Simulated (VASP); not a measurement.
## GaN (F-43m) under biaxial strain in the (001) plane

How do the elastic response and the band edges of GaN follow biaxial strain in the (001) plane?

Main program and level: VASP 6.6.1; LDA; plane waves and PAW (Ga_d, N); cell typed or built by script, in the first sound run; inputs show where later runs differ.

Most raw output is cut from this account.

**1. Starting point**

Symmetry: F-43m, No. 216, cubic system. The conventional cell has a = 4.500 Å, b = 4.500 Å, c = 4.500 Å, α = 90.00°, β = 90.00°, γ = 90.00°. Nearest to Ga lie 4 N at 1.95 Å. Nearest to N lie 4 Ga at 1.95 Å. Farther neighbours and most contacts between anions are not listed.

**2. Relax the crystal, LDA**

The series starts from the cell that this level prefers, so that zero strain is near zero stress.

This step took 2 runs in a row; the last is shown.

Level: LDA; plane waves and PAW (Ga_d, N); cell typed or built by script.

INCAR

```
SYSTEM = GaN
PREC = Accurate
ENCUT = 600
EDIFF = 1E-07
NELM = 120
ISMEAR = 0
SIGMA = 0.02
LREAL = .FALSE.
ALGO = Normal
GGA = CA
NBANDS = 15
LASPH = .TRUE.
LORBIT = 11
LWAVE = .FALSE.
LCHARG = .FALSE.
KPAR = 12
IBRION = 2
NSW = 40
ISIF = 3
EDIFFG = -0.005
POTIM = 0.4
```

POSCAR

```
GaN
1.0
    0.0000000000      2.2313343091      2.2313343091
    2.2313343091      0.0000000000      2.2313343091
    2.2313343091      2.2313343091      0.0000000000
Ga N
1 1
Direct
    0.0000000000      0.0000000000      0.0000000000
    0.2500000000      0.2500000000      0.2500000000
```

KPOINTS

```
Automatic mesh
0
Gamma
11 11 11
0 0 0
```

Potentials, in the order of the species: Ga_d and N (LDA family, release 64).

Launch:

```sh
$ mpirun -np 12 vasp_std
```

Run time: 7.4 s. Hardware: 12 MPI ranks of AMD EPYC 7R43, shared host; peak memory 1.6 GiB; 78 s of CPU time.

Numbers from this step:

| Quantity | Value |
| --- | --- |
| energy(sigma→0) of the program | -13.9446 eV |
| stress, compression positive | xx, yy, zz 0.01, 0.01, 0.01 GPa |
| volume | 22.219 Å³ |
| ionic steps | 1 |

**3. Strain along the normal, LDA**

One member in full: the plane is strained by 2 %, and the strain along the normal is moved by secant steps until the normal stress is under 0.012 GPa or five steps are spent; the atoms relax at each step.

This step took 3 runs, each at a new trial strain with the atoms of the one before; the last is shown.

Level: LDA; plane waves and PAW (Ga_d, N); cell typed or built by script.

INCAR, as its differences from that of step 2:

```diff
@@ -15,7 +15,7 @@
 LCHARG = .FALSE.
-KPAR = 12
-IBRION = 2
-NSW = 40
-ISIF = 3
-EDIFFG = -0.005
-POTIM = 0.4
+KPAR = 3
+IBRION = 1
+NSW = 25
+ISIF = 2
+EDIFFG = -0.004
+POTIM = 0.3
```

POSCAR

```
GaN
1.0
    0.0000000000      2.2759609950      2.1808988790
    2.2759609950      0.0000000000      2.1808988790
    2.2759609950      2.2759609950      0.0000000000
Ga N
1 1
Direct
    0.0000000000      0.0000000000      0.0000000000
    0.2500000000      0.2500000000      0.2500000000
```

KPOINTS is that of step 2.

Launch:

```sh
$ mpirun -np 3 vasp_std
```

Run time: 30 s. Hardware: 3 MPI ranks; peak memory 0.43 GiB.

This run gave:

```
energy(sigma→0) of the program : -13.9307 eV
stress, compression positive   : xx, yy, zz -5.06, -5.06, 0.00 GPa
ionic steps                    : 1
```

**4. Band edges, TB-mBJ with spin-orbit coupling**

Short lines in KPOINTS_OPT sample the zone centre along and across the normal of the plane, for masses, and the other valleys.

Level: TB-mBJ, spin-orbit coupling; plane waves and PAW (Ga_d, N); cell typed or built by script.

TB-mBJ has no energy functional, so the total energy, stress and pressure in this output mean nothing.

INCAR

```
SYSTEM = GaN
PREC = Accurate
ENCUT = 600
EDIFF = 1E-06
NELM = 150
ISMEAR = 0
SIGMA = 0.02
LREAL = .FALSE.
ALGO = Normal
METAGGA = MBJ
LASPH = .TRUE.
LNONCOLLINEAR = .TRUE.
MAGMOM = 0 0 0 0 0 0
NBANDS = 28
GGA_COMPAT = .FALSE.
LSORBIT = .TRUE.
LWAVE = .FALSE.
LCHARG = .FALSE.
KPAR = 3
```

POSCAR is that of step 3.

KPOINTS

```
Automatic mesh
0
Gamma
9 9 9
0 0 0
```

KPOINTS_OPT

```
Line mode
6
Line-mode
Reciprocal
  0.00000000   0.00000000   0.00000000
  0.01735504   0.01735504   0.00000000

  0.00000000   0.00000000   0.00000000
  0.00000000  -0.01811152  -0.01811152

  0.31000000   0.31000000   0.00000000
  0.50000000   0.50000000   0.00000000

  0.00000000   0.31000000   0.31000000
  0.00000000   0.50000000   0.50000000

  0.45000000   0.45000000   0.45000000
  0.50000000   0.50000000   0.50000000

  0.45000000   0.00000000   0.00000000
  0.50000000   0.00000000   0.00000000

  0.42500000   0.42500000   0.00000000
  0.42500000   0.44311152   0.01811152

  0.50000000   0.50000000   0.50000000
  0.48719322   0.51280678   0.50000000
```

Launch:

```sh
$ mpirun -np 3 vasp_ncl
```

Wall time 23 min (3 MPI ranks); peak memory 1.3 GiB; 67 min of CPU time.

**5. Band edges, r2SCAN with spin-orbit coupling**

Level: r2SCAN, spin-orbit coupling; plane waves and PAW (Ga_d, N); cell typed or built by script.

INCAR, as its differences from that of step 4:

```diff
@@ -4,3 +4,3 @@
 EDIFF = 1E-06
-NELM = 150
+NELM = 100
 ISMEAR = 0
@@ -9,3 +9,3 @@
 ALGO = Normal
-METAGGA = MBJ
+METAGGA = R2SCAN
 LASPH = .TRUE.
```

POSCAR is that of step 4.

KPOINTS is that of step 4.

KPOINTS_OPT is that of step 4.

Launch:

```sh
$ mpirun -np 3 vasp_ncl
```

Run time: 18 min. Hardware: 3 MPI ranks; peak memory 1.2 GiB; 54 min of CPU time.

Read from the output:

| Quantity | Value |
| --- | --- |
| energy(sigma→0) of the program | -157.0034 eV |
| stress, compression positive | xx, yy, zz 0.98, 0.98, 5.92 GPa |

The run ends at a pressure of 2.63 GPa.

**6. All members**

Runs beyond LDA use the data sets made with LDA; this shifts their levels slightly, and their total energies have another zero (at TB-mBJ, which has no energy functional, they mean nothing).

The other members went through these steps as far as the tables show, with the same cutoff and, step by step, the same mesh; 41 runs are not shown. The session took 18 core hours (wall time by ranks) on a shared machine.

```tsv
in-plane strain (%)	strain along the normal (%)	in-plane stress, tension positive (GPa)	energy above the unstrained row (meV/atom)	gap on the mesh, LDA (eV)
-2.000	2.152	-5.837	8.157	1.988
-1.500	1.625	-4.300	4.575	1.976
-1.000	1.092	-2.818	2.055	1.964
-0.500	0.551	-1.386	0.540	1.952
0	0.000	-0.010	0.000	1.940
0.500	-0.551	1.330	0.404	1.878
1.000	-1.113	2.618	1.719	1.818
1.500	-1.683	3.862	3.907	1.760
2.000	-2.260	5.064	6.948	1.703
```

Slopes at zero strain, from cubics through all rows: strain ratio -1.103, stress over strain 272 GPa. For a cubic crystal strained in (001) the ratio is −2C₁₂/C₁₁.

Band edges at TB-mBJ with spin-orbit coupling, counted from the valence-band top at Γ, spin-orbit pairs averaged, with one row partly withheld:

```tsv
in-plane strain (%)	gap (eV)	conduction band at Γ (eV)	Δ or X valley along z (eV)	Δ or X valley along x (eV)	lowest conduction level at L, [111] (eV)	lowest conduction level at L, [-111] (eV)	second valence level below the top (eV)	third valence level below the top (eV)
-2.000	3.080	3.080	4.756	4.489	6.213	6.213	0.002	0.203
-1.500	3.070	3.070	4.721	4.524	6.218	6.218	0.002	0.150
-1.000	?	?	4.688	4.558	6.217	6.217	0.003	0.099
-0.500	3.050	3.050	4.656	4.592	6.211	6.211	0.003	0.050
0	3.039	3.039	4.626	4.626	6.199	6.199	0.000	0.005
0.500	2.983	2.983	4.554	4.616	6.137	6.137	0.044	0.048
1.000	2.928	2.928	4.484	4.606	6.071	6.071	0.088	0.093
1.500	2.873	2.873	4.417	4.598	6.001	6.001	0.131	0.136
2.000	2.820	2.820	4.354	4.591	5.929	5.929	0.172	0.177
```

Conduction masses, in electron masses:

```tsv
in-plane strain (%)	conduction mass at Γ, along the strain axis or the normal of the plane	conduction mass at Γ, across the strain axis or in the plane
-2.000	0.245	0.240
-1.500	0.244	0.238
-1.000	0.241	0.238
-0.500	0.238	0.237
0	0.235	0.235
0.500	0.232	0.234
1.000	0.229	0.234
1.500	0.228	0.232
2.000	0.223	0.231
```

Band edges at r2SCAN with spin-orbit coupling, counted from the valence-band top at Γ, spin-orbit pairs averaged:

```tsv
in-plane strain (%)	gap (eV)	conduction band at Γ (eV)	Δ or X valley along z (eV)	Δ or X valley along x (eV)	lowest conduction level at L, [111] (eV)	lowest conduction level at L, [-111] (eV)	second valence level below the top (eV)	third valence level below the top (eV)
-2.000	2.378	2.378	3.930	3.624	5.389	5.389	0.004	0.216
-1.500	2.363	2.364	3.886	3.660	5.393	5.393	0.004	0.160
-1.000	2.350	2.350	3.846	3.697	5.392	5.392	0.005	0.106
-0.500	2.336	2.336	3.809	3.735	5.385	5.385	0.005	0.054
0	2.322	2.323	3.774	3.774	5.372	5.372	0.000	0.009
0.500	2.253	2.253	3.681	3.753	5.296	5.296	0.046	0.053
1.000	2.202	2.202	3.618	3.760	5.236	5.236	0.092	0.099
1.500	2.143	2.143	3.545	3.755	5.162	5.162	0.137	0.144
2.000	2.086	2.086	3.476	3.752	5.085	5.085	0.180	0.188
```

Conduction masses, in electron masses:

```tsv
in-plane strain (%)	conduction mass at Γ, along the strain axis or the normal of the plane	conduction mass at Γ, across the strain axis or in the plane
-2.000	0.194	0.186
-1.500	0.192	0.186
-1.000	0.188	0.183
-0.500	0.185	0.183
0	0.181	0.181
0.500	0.178	0.180
1.000	0.174	0.178
1.500	0.172	0.178
2.000	0.167	0.176
```

**7. A fit to the known rows**

The quantity to fit is the conduction level at Γ above the mean of the three top valence levels at TB-mBJ with spin-orbit coupling: 3.148, 3.121, 3.067, 3.041, 3.014, 2.988, 2.962, 2.936 eV in the rows shown.

A least-squares parabola through the 8 rows shown, with e the strain in %: E = 2.99e-4 e² − 0.05298 e + 3.041 (eV), r.m.s. residual 2.2e-4 eV.

At e = -1 this predicts 3.0941 eV.

**8. The withheld row**

The calculation gives 3.0941 eV, so the prediction is right to the last digit shown.

**9. Summary of results**

```
ratio of normal to in-plane strain                                                                                                : -1.103
biaxial modulus                                                                                                                   : 272 GPa
gap of the unstrained cell, TB-mBJ with spin-orbit coupling                                                                       : 3.04 eV
gap of the unstrained cell, r2SCAN with spin-orbit coupling                                                                       : 2.32 eV
slope at zero strain of the conduction level at Γ above the mean of the three top valence levels, TB-mBJ with spin-orbit coupling : -53 meV per %
error of the predicted row                                                                                                        : 0.0 meV
```

As a check, the curvature of the energy gives 271 GPa for the same modulus (energy per volume = M × strain²), 0 % from the slope of the stress. At TB-mBJ with spin-orbit coupling the lowest conduction valley is Γ throughout, and the gap runs between 2.82 and 3.08 eV. At r2SCAN with spin-orbit coupling the lowest conduction valley is Γ throughout, and the gap runs between 2.09 and 2.38 eV. Hole masses are left out throughout, since the top bands are degenerate or cross in many series; of conduction masses, those of the Γ, L and (for Si and Ge under (001) strain) Δ valleys are kept where they change by under an eighth between rows. TB-mBJ is a potential fitted for gaps; it has no energy functional, so its total energies and forces mean nothing, and its bands tend to come out too narrow. r2SCAN opens gaps somewhat over GGA but leaves them below measured values as a rule. Δ or X levels are the lowest on their line, refined by a parabola unless they lie at X; the gap is read from all points sampled and can differ from the lowest valley by some meV, or by tens of meV where strain moves the valence top off Γ. Temperature, zero-point motion and excitons are left out.

[Lines on the potential files, build, host, timing and source positions are cut from VASP's logs without a mark.]

[Logs are printed without paths, hosts, clocks, repeated set-up lines and the standing remarks that a program may print on its own settings, such as how far it seeks lower states.]

[Hosts, paths, dates, database ids (printed as entryN), source tags and the programs' standing remarks are cut or masked in the printed files.]

[In band tables of VASP the shares of atoms and orbitals are scaled to a sum of 1 inside the atoms' spheres.]
